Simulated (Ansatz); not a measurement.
**CdSe in Ansatz: convergence with k mesh**

Input of the first run (k mesh 2 × 2 × 2); the others differ in this setting and in those tied to it:

File input.yaml:

```yaml
crystal:
  lattice:
    - [0.0, 3.0702711986, 3.0702711986]
    - [3.0702711986, 0.0, 3.0702711986]
    - [3.0702711986, 3.0702711986, 0.0]
  atoms:
    - { symbol: Cd, position: [0.0, 0.0, 0.0] }
    - { symbol: Se, position: [0.25, 0.25, 0.25] }
kpoints:
  mp_grid: { grid: [2, 2, 2] }
scf:
  occupations: { method: fermi_dirac, width: 0.05 }
hamiltonian:
  xc: lda
  pseudopotentials: { kind: all_electron, lapw: { basis_error: 0.001 } }
output:
  forces: true
  stress: true
  eigenvalues: true
```

Potentials or basis: all-electron LAPW, scalar-relativistic.

The run is started by

```console
$ ansatz run input.yaml --threads 1 --pin off --max-ram 3072MiB --backend cpu --events-out ev --progress --plain --runs-dir out
```

Measurements of this composition are mostly on another form, of space group No. 186.

Hardware: 1 thread of Intel(R) Xeon(R) Processor @ 2.50GHz (Skylake/Cascade Lake) (shared host).

| k mesh | energy less the tightest run, at zero smearing (meV/atom) | pressure (GPa) | SCF cycles | CPU time (s) | peak memory (GiB) |
| --- | --- | --- | --- | --- | --- |
| 2 × 2 × 2 | 590.11 | 0.91 | 10 | 6.6 | 0.26 |
| 3 × 3 × 3 | 112.45 | -2.40 | 7 | 6.5 | 0.26 |
| 4 × 4 × 4 | 27.88 | -3.04 | 7 | 9.8 | 0.27 |
| 5 × 5 × 5 | 8.48 | -3.19 | 7 | 11 | 0.27 |
| 6 × 6 × 6 | 3.04 | -3.23 | 7 | 17 | 0.28 |
| 8 × 8 × 8 | 0.56 | -3.25 | 7 | 28 | 0.31 |
| 10 × 10 × 10 | 0.12 | -3.25 | 7 | 42 | 0.35 |
| 12 × 12 × 12 | 0.00 | -3.25 | 7 | 62 | 0.41 |

Against the tightest run, the energy stays within 1 meV/atom from 8 × 8 × 8 on; the pressure stays within 0.1 GPa from 5 × 5 × 5 on. Meshes of other sizes hit other points, so gaps and Fermi surfaces needn't settle smoothly. The tightest run that finished is the yardstick and may itself not be fully converged.
